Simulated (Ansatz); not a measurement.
## BaTe: the change of pressure with volume scale

All results are calculated (Ansatz 0.2.0). Periodic Kohn-Sham DFT of a crystal at fixed atoms, scaled to volume_scale times the given cell; pressure positive in compression, energy less spherical unpolarised free atoms, largest_vzz the field gradient of largest size among the nuclei.

The cell before it is scaled or strained (space group Fm-3m, No. 225):
```
CELL_PARAMETERS angstrom
0.00000 3.41000 3.41000
3.41000 0.00000 3.41000
3.41000 3.41000 0.00000
ATOMIC_POSITIONS crystal
Ba 0.00000 0.00000 0.00000
Te 0.50000 0.50000 0.50000
```

Settings of every row: method all-electron PAW; functional PBEsol; relativity scalar; k mesh 10x10x10; filling fermi-dirac; smearing width 0.05 eV; nucleus gaussian.

Atom start moment: 0 on all atoms.

Limits: no spin-orbit coupling on heavy atoms.

| row | volume scale | V (Å³/atom) | pressure (GPa) |
| --- | --- | --- | --- |
| 1 | 0.94 | 37.273 | 4.749 |
| 2 | 0.96 | 38.066 | 3.703 |
| 3 | 0.98 | 38.859 | 2.762 |
| 4 | 0.99 | 39.255 | 2.326 |
| 5 | 1 | 39.652 | ? |
| 6 | 1.01 | 40.048 | 1.521 |
| 7 | 1.02 | 40.445 | 1.148 |
| 8 | 1.04 | 41.238 | 0.457 |
| 9 | 1.06 | 42.031 | -0.166 |

Question: what pressure should row 5 give?

Worked fit of pressure. Take u = (V_r/V)^(2/3) − 1 with V_r = 39.651 Å³ an atom, which is twice the finite (Eulerian) strain; such expansions in the strain, on which the Birch-Murnaghan equation of state is built, carry the rest volume and the bulk modulus. The shown rows have u = 0.04209, 0.02757, 0.01354, 0.00671, -0.00662, -0.01313, -0.02582, -0.03812. Least squares give pressure = 1.9139 + 60.417 × u + 158.89 × u² + 142 × u³ GPa; a parabola predicts inner rows, each left out in turn, worse (root mean square 0.0024 against 0.00063 GPa). The rows lie off it by 0.000, 0.000, 0.001, 0.000, 0.000, 0.000, 0.000, 0.000. The pressure vanishes at u = -0.0348, or V = 41.81 Å³ an atom, and there the bulk modulus at fixed shape and fractions is B = −V dP/dV = (2/3)(1 + u) dP/du = 32.1 GPa. The withheld row has u = -2e-05, so the fit gives 1.9139 + 60.417 × (-2e-05) + 158.89 × (-2e-05)² + 142 × (-2e-05)³ = 1.913 GPa.

The calculation gave 1.913 GPa. The fit meets it to the printed digit.
